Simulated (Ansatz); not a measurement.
## How the vibrations of GaSb change with volume

Method: DFT PBE, scalar-relativistic, plane waves, PAW in Ansatz 0.2.0. Cutoff 420 eV, 12×12×12 k-points (Γ-centred), Fermi-Dirac smearing of 0.15 eV. No spin polarisation. Phonons by linear response, acoustic sum rule imposed.

The cell, relaxed at this level:
```cif
data_structure
_symmetry_space_group_name_H-M 'F-43m'
_symmetry_Int_Tables_number 216
_cell_length_a 6.2156
_cell_length_b 6.2156
_cell_length_c 6.2156
_cell_angle_alpha 90.000
_cell_angle_beta 90.000
_cell_angle_gamma 90.000
_cell_volume 240.13
loop_
_atom_site_label
_atom_site_type_symbol
_atom_site_symmetry_multiplicity
_atom_site_Wyckoff_symbol
_atom_site_fract_x
_atom_site_fract_y
_atom_site_fract_z
_atom_site_occupancy
Ga1 Ga 4 a 0.00000 0.00000 0.00000 1
Sb1 Sb 4 d 0.25000 0.25000 0.75000 1
```

Without a gap, frequencies depend on the k mesh and the smearing, soft modes most.

Cells at 0.98 and 1.02 times the equilibrium volume were relaxed in shape and atoms; γ = −d ln ν / d ln V, modes matched by rank.

Task: Give the optical frequencies at Γ (cm⁻¹) at the three volumes and the mode Grüneisen parameters.

Result:
```json
{"0.98 V": "213", "V": "208", "1.02 V": "202", "γ": "1.36", "degeneracy": "3"}
```

Task: What pressures hold the two strained cells, and what bulk modulus follows?

Result: 0.94 GPa at 0.98 V and -0.84 GPa at 1.02 V, so B = −dP/d ln V ≈ 44 GPa.

The bands only touch here, so at this level the crystal is a zero-gap semiconductor or semimetal, not an ordinary metal; spin–orbit coupling, left out, can open or move such a gap.